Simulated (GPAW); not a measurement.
The system is GaAs.

```
As Ga
1.0
     0.00000    2.82685    2.82685
     2.82685    0.00000    2.82685
     2.82685    2.82685    0.00000
As Ga
1 1
Direct
  0.75000 0.75000 0.75000
  0.00000 0.00000 0.00000
```

* Program: GPAW 26.7.0
* Task: relaxation of cell and atoms
* Functional: PBE
* Potentials or basis: GPAW PAW data sets (gpaw-data 1.2.1)
* Cutoff: 600 eV
* Basis: pw
* k mesh: 8 × 8 × 8
* Occupations: fermi-dirac, width 0.05 eV
* Spin: no spin polarisation

At the start: pressure 4.3 GPa; volume 22.59 Å³/atom.

Q: How do energy, volume and symmetry change on relaxing?

A: Over 4 steps the energy falls by 17.8 meV/atom and the volume is 23.99 Å³/atom (+6.2 %); space group F-43m (No. 216, to 0.05 Å).

Step by step:
```csv
step,energy change (eV),largest force (eV/Å),pressure (GPa),volume (Å³)
1,0.0000,0.0000,4.33,45.18
2,-0.0142,0.0000,3.28,45.77
3,-0.0355,0.0000,0.25,47.80
4,-0.0357,0.0000,0.02,47.98
```

Final structure:
```
As Ga
1.0
     0.00000    2.88401    2.88401
     2.88401    0.00000    2.88401
     2.88401    2.88401    0.00000
As Ga
1 1
Direct
  0.75000 0.75000 0.75000
  0.00000 0.00000 0.00000
```

Caveat: later steps reuse the first step's grids.
